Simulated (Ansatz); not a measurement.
The system is HfN.

```
CELL_PARAMETERS angstrom
0.00000 2.25600 2.25600
2.25600 0.00000 2.25600
2.25600 2.25600 0.00000
ATOMIC_POSITIONS crystal
Hf 0.00000 0.00000 0.00000
N 0.50000 0.50000 0.50000
```

- Program: Ansatz 0.2.0
- Task: relaxation of cell and atoms
- Functional: RPBE
- Dispersion: D3(BJ)
- Potentials or basis: all-electron LAPW, scalar-relativistic
- Basis error allowed: 0.001 eV/atom
- k mesh: 10 × 10 × 10
- Occupations: fermi-dirac, width 0.05 eV
- Spin: no spin polarisation

At the start: volume 11.48 Å³/atom.

Question: How do energy, volume and symmetry change on relaxing?

Answer: Over 6 steps the energy falls by 71.7 meV/atom and the volume is 10.58 Å³/atom (-7.8 %); space group Fm-3m (No. 225, to 0.05 Å).

Step by step:
| step | energy change (eV) | largest force (eV/Å) | volume (Å³) |
| --- | --- | --- | --- |
| 1 | 0.0000 | 0.0000 | 22.96 |
| 2 | -0.0843 | 0.0000 | 20.14 |
| 3 | -0.1425 | 0.0000 | 21.30 |
| 4 | -0.1434 | 0.0000 | 21.18 |
| 5 | -0.1434 | 0.0000 | 21.17 |
| 6 | -0.1434 | 0.0000 | 21.17 |

Final structure:
```
CELL_PARAMETERS angstrom
0.00000 2.19564 2.19564
2.19564 0.00000 2.19564
2.19564 2.19564 0.00000
ATOMIC_POSITIONS crystal
Hf 0.00000 0.00000 0.00000
N 0.50000 0.50000 0.50000
```
